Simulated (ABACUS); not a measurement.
Here is an ABACUS 3.10.1 calculation.

Contents of INPUT:

```
INPUT_PARAMETERS
suffix              HfN
calculation         scf
basis_type          pw
pseudo_dir          ./
symmetry            1
dft_functional      pbe
ecutwfc             84
pseudo_rcut         10
nspin               1
nbands              21
ks_solver           dav
smearing_method     fd
smearing_sigma      0.00367493
scf_thr             1e-08
scf_nmax            100
mixing_type         broyden
mixing_beta         0.7
cal_force           1
cal_stress          1
out_chg             1
out_pot             2
out_elf             1
```

The input STRU:

```
ATOMIC_SPECIES
Hf 178.4900 Hf.upf
N 14.0070 N.upf

LATTICE_CONSTANT
1.8897261246

LATTICE_VECTORS
3.1339080219 0.0000000000 0.0000000000
-1.5669540110 2.7140439601 0.0000000000
0.0000000000 0.0000000000 5.4167677200

ATOMIC_POSITIONS
Direct

Hf
0.0
2
0.3333333333 0.6666666667 0.2500000000 1 1 1
0.6666666667 0.3333333333 0.7500000000 1 1 1

N
0.0
2
0.0000000000 0.0000000000 0.5000000000 1 1 1
0.0000000000 0.0000000000 0.0000000000 1 1 1
```

KPT

```
K_POINTS
0
Gamma
10 10 5 0 0 0
```

Potentials or basis: PseudoDojo NC SR 0.4.1 PBE standard, plane waves.

The run is started by

```bash
$ OMP_NUM_THREADS=1 mpirun -np 4 abacus > log
```

Question: What does it give for the pressure?

Answer: 5.4 GPa.

Question: Estimate the band gap on the k mesh.

Answer: None (metal or under the smearing width).

Stress tensor (GPa, compression positive):
```
5.55 0.00 0.00
0.00 5.55 0.00
0.00 0.00 5.09
```

Caveat: there are fewer bands than atomic start orbitals, so a level may be missed at k points of high symmetry. The run has no spin-orbit coupling, so splittings on Hf are missing.
